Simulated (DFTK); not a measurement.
Write the native input for DFTK 0.8.2 that does the following.

```
Task                         : band structure
Functional                   : r2SCAN
Potentials or basis          : in-house norm-conserving set (r2SCAN, scalar relativistic)
Cutoff                       : 1442 eV
k mesh                       : 10 × 10 × 10
Occupations                  : fermi-dirac, width 0.05 eV
Spin                         : no spin polarisation
Valence electrons            : Cu 19
SCF tolerance on the density : 1e-06
```

The structure of Cu lies in Cu.cif:

```cif
data_Cu
_cell_length_a 2.55619101
_cell_length_b 2.55619101
_cell_length_c 2.55619101
_cell_angle_alpha 60.00000000
_cell_angle_beta 60.00000000
_cell_angle_gamma 60.00000000
_space_group_name_H-M_alt 'P1'
_space_group_name_Hall 'P 1'
_space_group_IT_number 1
loop_
_space_group_symop_operation_xyz
'x,y,z'
loop_
_atom_site_label
_atom_site_type_symbol
_atom_site_symmetry_multiplicity
_atom_site_Wyckoff_symbol
_atom_site_fract_x
_atom_site_fract_y
_atom_site_fract_z
_atom_site_occupancy
Cu1 Cu 1 a 0.0000000000 0.0000000000 0.0000000000 1
```

These files were run (other wordings do the same):

run.jl

```julia
using DFTK
using PseudoPotentialData
using Unitful, UnitfulAtomic
using LinearAlgebra, Printf
include("save.jl")
disable_threading()

lines = readlines("Cu.cif")
tag(name) = parse(Float64, split(only(filter(startswith(name), lines)))[2])
a, b, c = tag.(["_cell_length_a", "_cell_length_b", "_cell_length_c"])
α, β, γ = deg2rad.(tag.(["_cell_angle_alpha", "_cell_angle_beta", "_cell_angle_gamma"]))
cx, cy  = cos(β), (cos(α) - cos(β) * cos(γ)) / sin(γ)
lattice = austrip(1u"Å") * [a b*cos(γ) c*cx; 0 b*sin(γ) c*cy; 0 0 c*sqrt(1 - cx^2 - cy^2)]
sites     = split.(lines[findlast(startswith("_atom_site_"), lines)+1:end])
symbols   = [Symbol(s[2]) for s in sites]
positions = [parse.(Float64, s[5:7]) for s in sites]
pseudopotentials = Dict(:Cu => "Cu.upf")
elements = Dict(s => ElementPsp(s, pseudopotentials; rcut=10.0) for s in unique(symbols))
atoms    = [elements[s] for s in symbols]

build_model(lattice, positions; symmetries=true) =
    model_DFT(lattice, atoms, positions;
              functionals=r2SCAN(),
              temperature=austrip(0.05u"eV"),
              smearing=Smearing.FermiDirac(),
              symmetries)
Ecut  = 53.0  # hartree
kgrid = [10, 10, 10]
tol   = 1e-6
to_GPa = ustrip(uconvert(u"GPa", 1u"hartree/bohr^3"))

model = build_model(lattice, positions)
basis = PlaneWaveBasis(model; Ecut, kgrid)
display(basis)
scfres = self_consistent_field(basis;
                               tol,
                               nbandsalg=AdaptiveBands(model; n_bands_converge=14))
display(scfres.energies)
@printf "Fermi level: %.6f eV\n" ustrip(auconvert(u"eV", something(scfres.εF, NaN)))
forces = compute_forces_cart(scfres)
println("Forces (eV/Å)")
for (s, f) in zip(symbols, forces)
    @printf "%-3s %12.6f %12.6f %12.6f\n" s ustrip.(auconvert.(u"eV/Å", f))...
end
stress = compute_stresses_cart(scfres)
println("Stress (GPa)")
display(round.(stress * to_GPa; digits=4))
println("Levels at the first k-point (eV): ", round.(ustrip.(auconvert.(u"eV", scfres.eigenvalues[1][1:scfres.n_bands_converge])); digits=4))
save_scf!(scfres; forces, stress)

points = Dict("G" => [0.0, 0.0, 0.0], "K" => [0.375, 0.375, 0.75], "L" => [0.5, 0.5, 0.5], "U" => [0.625, 0.25, 0.625], "W" => [0.5, 0.25, 0.75], "X" => [0.5, 0.0, 0.5])
segments = [("G", "X", 7), ("X", "W", 4), ("W", "K", 3), ("K", "G", 7), ("G", "L", 6), ("L", "U", 4), ("U", "W", 3), ("W", "L", 5), ("L", "K", 4), ("U", "X", 3)]
kcoords = vcat([[points[a] + t * (points[b] - points[a]) for t in range(0, 1, n)] for (a, b, n) in segments]...)
bands = compute_bands(scfres, ExplicitKpoints(kcoords); n_bands=16, tol=1e-5)
for (k, ε) in zip(bands.basis.kpoints, bands.eigenvalues)
    @printf "%d %8.4f %8.4f %8.4f " k.spin k.coordinate...
    println(join([@sprintf("%9.4f", e) for e in ustrip.(auconvert.(u"eV", ε .- scfres.εF))]))
end
results["band_energies"] = rows(bands.eigenvalues); results["band_kpoints"] = rows(kcoords)
```

Potentials or basis: in-house norm-conserving set (r2SCAN, scalar relativistic).

Command:

```console
$ julia --threads=1 run.jl  # save.jl only writes the numbers to a file and isn't shown; printed stress counts tension as positive; times include loading and compiling
```

Results of the run:

| Quantity | Value |
| --- | --- |
| Pressure | -4.8 GPa |
| Band gap on the k mesh | none (metal or under the smearing width) |

Caveat: the program warned that the kinetic-energy density falls under its von Weizsäcker bound, which can give unphysical results.

Run time: 8.3 min on 1 thread of Intel(R) Xeon(R) Platinum 8375C CPU @ 2.90GHz (Ice Lake), on a shared host, peak memory 1.6 GiB.
